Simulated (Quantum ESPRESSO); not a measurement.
# KI (Fm-3m) in Quantum ESPRESSO: a series of runs, part 3 of 3

Quantum ESPRESSO 7.5. Earlier steps stand in the parts before.

### 4 Phonons, vdW-DF-cx

pw.in

```
&CONTROL
  calculation = 'scf'
  prefix = 'pwscf'
  outdir = './tmp'
  pseudo_dir = './pseudo'
  tprnfor = .true.
  tstress = .true.
  disk_io = 'low'
/
&SYSTEM
  ibrav = 0
  A = 4.99609832
  nat = 2
  ntyp = 2
  ecutwfc = 74
  nbnd = 14
  input_dft = 'vdw-df-cx'
  occupations = 'smearing'
  smearing = 'fd'
  degauss = 0.00367493
/
&ELECTRONS
  conv_thr = 4d-10
  electron_maxstep = 120
  mixing_beta = 0.5
/
ATOMIC_SPECIES
I    126.9045 I.upf
K     39.0983 K.upf
CELL_PARAMETERS alat
   0.0000000000    0.7071067809    0.7071067809
   0.7071067809    0.0000000000    0.7071067809
   0.7071067809    0.7071067809    0.0000000000
ATOMIC_POSITIONS alat
I      0.7071067809    0.7071067809    0.7071067809
K      0.0000000000    0.0000000000    0.0000000000
K_POINTS automatic
4 4 4 1 1 1
```

relax.in

```
&CONTROL
  calculation = 'vc-relax'
  prefix = 'pwscf'
  outdir = './tmp'
  pseudo_dir = './pseudo'
  tprnfor = .true.
  tstress = .true.
  disk_io = 'low'
  nstep = 40
  forc_conv_thr = 0.0001
  etot_conv_thr = 1d-06
/
&SYSTEM
  ibrav = 0
  A = 4.99609832
  nat = 2
  ntyp = 2
  ecutwfc = 74
  nbnd = 14
  input_dft = 'vdw-df-cx'
  occupations = 'smearing'
  smearing = 'fd'
  degauss = 0.00367493
/
&ELECTRONS
  conv_thr = 4d-10
  electron_maxstep = 120
  mixing_beta = 0.5
/
&IONS
  ion_dynamics = 'bfgs'
/
&CELL
  cell_dynamics = 'bfgs'
  press = 0
  press_conv_thr = 0.2
/
ATOMIC_SPECIES
I    126.9045 I.upf
K     39.0983 K.upf
CELL_PARAMETERS alat
   0.0000000000    0.7071067809    0.7071067809
   0.7071067809    0.0000000000    0.7071067809
   0.7071067809    0.7071067809    0.0000000000
ATOMIC_POSITIONS alat
I      0.7071067809    0.7071067809    0.7071067809
K      0.0000000000    0.0000000000    0.0000000000
K_POINTS automatic
4 4 4 1 1 1
```

scf2.in

```
&CONTROL
  calculation = 'scf'
  prefix = 'pwscf'
  outdir = './tmp'
  pseudo_dir = './pseudo'
  tprnfor = .true.
  tstress = .true.
  disk_io = 'low'
/
&SYSTEM
  ibrav = 0
  A = 4.99609832
  nat = 2
  ntyp = 2
  ecutwfc = 74
  nbnd = 14
  input_dft = 'vdw-df-cx'
  occupations = 'fixed'
/
&ELECTRONS
  conv_thr = 1d-13
  electron_maxstep = 120
  mixing_beta = 0.5
  startingpot = 'file'
  startingwfc = 'file'
/
ATOMIC_SPECIES
I    126.9045 I.upf
K     39.0983 K.upf
CELL_PARAMETERS alat
   0.0000000000    0.7071067809    0.7071067809
   0.7071067809    0.0000000000    0.7071067809
   0.7071067809    0.7071067809    0.0000000000
ATOMIC_POSITIONS alat
I      0.7071067809    0.7071067809    0.7071067809
K      0.0000000000    0.0000000000    0.0000000000
K_POINTS automatic
4 4 4 1 1 1
```

ph.in

```
phonons of KI
&INPUTPH
  prefix = 'pwscf'
  outdir = './tmp'
  tr2_ph = 1d-18
  fildyn = 'dyn'
  niter_ph = 90
  alpha_mix(1) = 0.7
  epsil = .true.
/
0.0000000000 0.0000000000 0.0000000000
```

dynmat.in

```
&INPUT
  fildyn = 'dyn'
  asr = 'crystal'
  lperm = .true.
  filout = 'dynmat.disp'
  fileig = 'dynmat.eig'
/
```

dynmat_lo.in

```
&INPUT
  fildyn = 'dyn'
  asr = 'crystal'
  filout = 'dynmat_lo.disp'
  fileig = 'dynmat_lo.eig'
  q(1) = 0
  q(2) = 0
  q(3) = 1
/
```

Potentials or basis: PseudoDojo 0.4.1 SR PBE standard.

Command:

```console
OMP_NUM_THREADS=1 mpirun -n 4 pw.x -nk 2 -in pw.in > pw.out
OMP_NUM_THREADS=1 mpirun -n 4 pw.x -nk 2 -in relax.in > relax.out
OMP_NUM_THREADS=1 mpirun -n 4 pw.x -nk 2 -in scf2.in > scf2.out
OMP_NUM_THREADS=1 mpirun -n 4 ph.x -nk 2 -in ph.in > ph.out
OMP_NUM_THREADS=1 mpirun -n 1 dynmat.x -in dynmat.in > dynmat.out
OMP_NUM_THREADS=1 mpirun -n 1 dynmat.x -in dynmat_lo.in > dynmat_lo.out
```

pw.out:

```text
This program is part of the open-source Quantum ESPRESSO suite
     for quantum simulation of materials; please cite
         "P. Giannozzi et al., J. Phys.:Condens. Matter 21 395502 (2009);
         "P. Giannozzi et al., J. Phys.:Condens. Matter 29 465901 (2017);
         "P. Giannozzi et al., J. Chem. Phys. 152 154105 (2020);
     in publications or presentations arising from this work. More details at

     IMPORTANT: XC functional enforced from input :
     Exchange-correlation= VDW-DF-CX
                           (   1   4  27   0   1   0   0)
     Any further DFT definition will be discarded
     Please, verify this is what you really want

     Message from routine setup:
     using ibrav=0 with symmetry is DISCOURAGED, use correct ibrav instead

     K-points division:     npool     =       2
     Subspace diagonalization in iterative solution of the eigenvalue problem:
     a serial algorithm will be used

     --------------------
     sticks:   dense  smooth     PW     G-vecs:    dense   smooth      PW
     Min         906     906    255                25626    25626    3898
     Max         907     907    256                25627    25627    3901
     Sum        1813    1813    511                51253    51253    7799

     Using Slab Decomposition

     bravais-lattice index     =            0
     lattice parameter (alat)  =       9.4413  a.u.
     unit-cell volume          =     595.0789 (a.u.)^3
     number of atoms/cell      =            2
     number of atomic types    =            2
     number of electrons       =        16.00
     number of Kohn-Sham states=           14
     kinetic-energy cutoff     =      74.0000  Ry
     charge density cutoff     =     296.0000  Ry
     scf convergence threshold =      4.0E-10
     mixing beta               =       0.5000
     number of iterations used =            8  plain     mixing
     Exchange-correlation= VDW-DF-CX
                           (   1   4  27   0   1   0   0)

     celldm(1)=   9.441258  celldm(2)=   0.000000  celldm(3)=   0.000000
     celldm(4)=   0.000000  celldm(5)=   0.000000  celldm(6)=   0.000000

     crystal axes: (cart. coord. in units of alat)
               a(1) = (   0.000000   0.707107   0.707107 )
               a(2) = (   0.707107   0.000000   0.707107 )
               a(3) = (   0.707107   0.707107   0.000000 )

     reciprocal axes: (cart. coord. in units 2 pi/alat)
               b(1) = ( -0.707107  0.707107  0.707107 )
               b(2) = (  0.707107 -0.707107  0.707107 )
               b(3) = (  0.707107  0.707107 -0.707107 )

     PseudoPot. # 1 for I  read from file:
     I.upf
     Pseudo is Norm-conserving + core correction, Zval =  7.0
     Generated using ONCVPSP code by D. R. Hamann
     Using radial grid of 1196 points,  6 beta functions with:
                l(1) =   0
                l(2) =   0
                l(3) =   1
                l(4) =   1
                l(5) =   2
                l(6) =   2

     PseudoPot. # 2 for K  read from file:
     K.upf
     Pseudo is Norm-conserving + core correction, Zval =  9.0
     Generated using ONCVPSP code by D. R. Hamann
     Using radial grid of 2222 points,  6 beta functions with:
                l(1) =   0
                l(2) =   0
                l(3) =   1
                l(4) =   1
                l(5) =   2
                l(6) =   2

     atomic species   valence    mass     pseudopotential
     I                 7.00   126.90450     I ( 1.00)
     K                 9.00    39.09830     K ( 1.00)

     48 Sym. Ops., with inversion, found

   Cartesian axes

     site n.     atom                  positions (alat units)
         1        I      tau(   1) = (   0.7071068   0.7071068   0.7071068  )
         2        K      tau(   2) = (   0.0000000   0.0000000   0.0000000  )

     number of k points=    10  Fermi-Dirac smearing, width (Ry)=  0.0037
                       cart. coord. in units 2pi/alat
        k(    1) = (   0.0883883   0.0883883   0.0883883), wk =   0.0625000
        k(    2) = (   0.2651650   0.2651650  -0.0883883), wk =   0.1875000
        k(    3) = (  -0.2651650  -0.2651650   0.4419417), wk =   0.1875000
        k(    4) = (  -0.0883883  -0.0883883   0.2651650), wk =   0.1875000
        k(    5) = (   0.4419417   0.0883883   0.0883883), wk =   0.1875000
        k(    6) = (  -0.0883883  -0.4419417   0.6187184), wk =   0.3750000
        k(    7) = (   0.0883883  -0.2651650   0.4419417), wk =   0.3750000
        k(    8) = (  -0.6187184   0.0883883   0.0883883), wk =   0.1875000
        k(    9) = (   0.2651650   0.2651650   0.2651650), wk =   0.0625000
        k(   10) = (  -0.2651650  -0.2651650   0.7954951), wk =   0.1875000

     Dense  grid:    51253 G-vectors     FFT dimensions: (  54,  54,  54)

     Initial potential from superposition of free atoms

     starting charge      15.9807, renormalised to      16.0000

     %%%%%%%%%%%%%%%%%%%%%%%%%%%%%%%%%%%%%%%%%%%%%%%%%%%%%%%%%%%%%%%%%%%%%%%%
     %                                                                      %
     % You are using vdW-DF, which was implemented by the Thonhauser group. %
     % Please cite the following two papers that made this development      %
     % possible and the two reviews that describe the various versions:     %
     %                                                                      %
     %   T. Thonhauser et al., PRL 115, 136402 (2015).                      %
     %   T. Thonhauser et al., PRB 76, 125112 (2007).                       %
     %   K. Berland et al., Rep. Prog. Phys. 78, 066501 (2015).             %
     %   D.C. Langreth et al., J. Phys.: Condens. Matter 21, 084203 (2009). %
     %                                                                      %
     % If you are calculating stress with vdW-DF, please also cite:         %
     %                                                                      %
     %   R. Sabatini et al., J. Phys.: Condens. Matter 24, 424209 (2012).   %
     %                                                                      %
     %%%%%%%%%%%%%%%%%%%%%%%%%%%%%%%%%%%%%%%%%%%%%%%%%%%%%%%%%%%%%%%%%%%%%%%%

     %%%%%%%%%%%%%%%%%%%%%%%%%%%%%%%%%%%%%%%%%%%%%%%%%%%%%%%%%%%%%%%%%%%%%%%%
     %                                                                      %
     %  vdW-DF NEWS:                                                        %
     %                                                                      %
     %  * vdW-DF3 is now available. DOI: 10.1021/acs.jctc.0c00471           %
     %    use with input_dft = 'vdW-DF3-opt1' or 'vdW-DF3-opt2'             %
     %                                                                      %
     %  * Unscreened and range-separated hybrid vdW-DF-cx functionals       %
     %    DOI: 10.1063/1.4986522 and 10.1088/1361-648X/ac2ad2               %
     %    use with input_dft = 'vdW-DF-cx0'    and 'vdW-DF-ahcx'            %
     %  * Unscreened and range-separated hybrid vdW-DF2-b86r functionals    %
     %    DOI: 10.1063/1.4986522 and DOI: 10.1103/PhysRevX.12.041003        %
     %    use with input_dft = 'vdW-DF2-br0' and 'vdW-DF2-ahbr'             %
     %                                                                      %
     %%%%%%%%%%%%%%%%%%%%%%%%%%%%%%%%%%%%%%%%%%%%%%%%%%%%%%%%%%%%%%%%%%%%%%%%

     Starting wfcs are    9 randomized atomic wfcs +    5 random wfcs

     Self-consistent Calculation

     iteration #  1     ecut=    74.00 Ry     beta= 0.50
     Davidson diagonalization with overlap
     ethr =  1.00E-02,  avg # of iterations =  7.7

     Threshold (ethr) on eigenvalues was too large:
     Diagonalizing with lowered threshold

     Davidson diagonalization with overlap
     ethr =  1.42E-04,  avg # of iterations =  6.9

     total energy              =     -86.14184964 Ry
     estimated scf accuracy    <       0.02175755 Ry
[... 50 lines left out ...]
     iteration #  9     ecut=    74.00 Ry     beta= 0.50
     Davidson diagonalization with overlap
     ethr =  4.85E-12,  avg # of iterations =  2.0

     End of self-consistent calculation

          k = 0.0884 0.0884 0.0884 (  6372 PWs)   bands (ev):

   -27.0843 -10.6116 -10.5873 -10.5873  -9.0815   1.1030   1.3050   1.3050
     5.7577   7.8081   8.0482   8.0482   8.7838   8.7838

          k = 0.2652 0.2652-0.0884 (  6389 PWs)   bands (ev):

   -27.0831 -10.6828 -10.5962 -10.5872  -8.9376   0.4331   1.0662   1.1107
     6.8712   7.8863   8.6514   8.8464   9.6903   9.7991

          k =-0.2652-0.2652 0.4419 (  6391 PWs)   bands (ev):
[... 16 lines left out ...]
   -27.0820 -10.6568 -10.6155 -10.6047  -8.9182   0.4500   0.7032   0.9054
     7.2631   8.1412   8.4614   9.7530  10.0129  10.7569

          k = 0.0884-0.2652 0.4419 (  6395 PWs)   bands (ev):

   -27.0825 -10.6879 -10.6037 -10.5933  -8.9026   0.3107   0.8874   1.0057
     7.2864   7.9489   8.7009   9.6144   9.9677  10.1846

          k =-0.6187 0.0884 0.0884 (  6398 PWs)   bands (ev):

   -27.0820 -10.6390 -10.6126 -10.6030  -8.9595   0.3839   0.8872   0.9942
     6.5508   7.4659   9.4241   9.5523  10.3343  10.8346

          k = 0.2652 0.2652 0.2652 (  6405 PWs)   bands (ev):
[... 6 lines left out ...]
   -27.0822 -10.6877 -10.6112 -10.5937  -8.8882   0.3147   0.7284   0.9882
     7.4584   8.3363   8.6984   9.7405   9.7878  10.3154

     the Fermi energy is     4.0373 ev

!    total energy              =     -86.14663473 Ry
     estimated scf accuracy    <          5.1E-11 Ry
     smearing contrib. (-TS)   =      -0.00000000 Ry
     internal energy E=F+TS    =     -86.14663473 Ry

     The total energy is F=E-TS. E is the sum of the following terms:
     one-electron contribution =     -29.55375869 Ry
     hartree contribution      =      19.07675233 Ry
     xc contribution           =     -20.74595277 Ry
     ewald contribution        =     -54.92367559 Ry

     convergence has been achieved in   9 iterations

     Forces acting on atoms (cartesian axes, Ry/au):

     atom    1 type  1   force =     0.00000000    0.00000000   -0.00000000
     atom    2 type  2   force =    -0.00000000   -0.00000000    0.00000000

     Total force =     0.000000     Total SCF correction =     0.000000

     Computing stress (Cartesian axis) and pressure

          total   stress  (Ry/bohr**3)                   (kbar)     P=        0.05
   0.00000032  -0.00000000  -0.00000000            0.05       -0.00       -0.00
  -0.00000000   0.00000032  -0.00000000           -0.00        0.05       -0.00
  -0.00000000  -0.00000000   0.00000032           -0.00       -0.00        0.05

=------------------------------------------------------------------------------=
   JOB DONE.
=------------------------------------------------------------------------------=
```

It took 4.7 min on 4 MPI ranks of Arm Neoverse V1, shared host; peak memory 0.96 GiB.

Results:

* Free energy: -1172.0847 eV
* Pressure after relaxing: 0.0 GPa
* Electronic dielectric tensor (diagonal): 2.88
* Born charges (mean of the diagonal): I -1.13; K +1.13 e
* Highest phonon frequency at Γ, LO-TO splitting left out: 103 cm⁻¹
* Static dielectric tensor (diagonal): 5.20

Final structure:
```cif
data_structure
_symmetry_space_group_name_H-M 'P 1'
_symmetry_Int_Tables_number 1
_cell_length_a 4.9961
_cell_length_b 4.9961
_cell_length_c 4.9961
_cell_angle_alpha 60.000
_cell_angle_beta 60.000
_cell_angle_gamma 60.000
_cell_volume 88.18
loop_
_atom_site_label
_atom_site_type_symbol
_atom_site_fract_x
_atom_site_fract_y
_atom_site_fract_z
_atom_site_occupancy
I1 I 0.50000 0.50000 0.50000 1
K1 K 0.00000 0.00000 0.00000 1
```

Levels at points of the mesh, in eV from the valence-band top:
| k point | band 5 | band 6 | band 7 | band 8 | band 9 | band 10 | band 11 | band 12 |
| --- | --- | --- | --- | --- | --- | --- | --- | --- |
| (0.12, 0.12, 0.12) | -10.39 | -0.20 | 0.00 | 0.00 | 4.45 | 6.50 | 6.74 | 6.74 |

Phonon frequencies in cm⁻¹ (negative: imaginary):
```csv
q point,frequencies
"(0.000, 0.000, 0.000)",12 12 12 103 103 103
```

Electronic dielectric tensor:
```
2.88 0.00 0.00
0.00 2.88 0.00
0.00 0.00 2.88
```

Born effective charge tensors (e):
atom 1, I
```
-1.13  0.00  0.00
 0.00 -1.13  0.00
 0.00  0.00 -1.13
```
atom 2, K
```
1.13 0.00 0.00
0.00 1.13 0.00
0.00 0.00 1.13
```

Optical modes at Γ, degenerate ones joined, polar ones without the macroscopic field:
```
cm⁻¹  components  symmetry  active in  IR intensity, summed ((D/Å)²/amu)
 102           3       T1u         IR                               2.97
```

Zone-centre frequencies without and with the macroscopic field along z (cm⁻¹):
```tsv
	optical modes in rising order
without	102 102 102
with the field	102 102 136
```

Static dielectric tensor, electrons and zone-centre modes:
```
5.20 0.00 0.00
0.00 5.20 0.00
0.00 0.00 5.20
```

Caveat: the potentials were made for another functional, which shifts forces and pressure; the relaxation stopped at its first step, so nothing moved.

### 5 Overview

| level | pressure (GPa) |
| --- | --- |
| PW91 | 0.0 |
| revPBE | 0.0 |
| vdW-DF-cx | 0.0 |

Alike in all rows: task phonons; potentials or basis PseudoDojo 0.4.1 SR PBE standard; no spin polarisation; cell relaxed; k mesh 4 × 4 × 4, shifted; cutoff (eV) 1007; smearing fermi-dirac 0.05 eV.

Caveats: the potentials were made for another functional, which shifts forces and pressure; the relaxation stopped at its first step, so nothing moved (some runs).

Absolute energies hang on the potentials; compare differences alone.

### 6 Comparison with measurements

Step 2. Against the measured high-frequency dielectric constant of KI, 2.65 (a printed reference work, monograph), the calculated 2.80 is off by +5.8 %.

Step 3. A measured high-frequency dielectric constant of KI is 2.65 (a printed reference work, monograph); the calculated 2.62 misses it by -0.9 %.

Step 4. Against the measured high-frequency dielectric constant of KI, 2.65 (a printed reference work, monograph), the calculated 2.88 is off by +8.6 %.
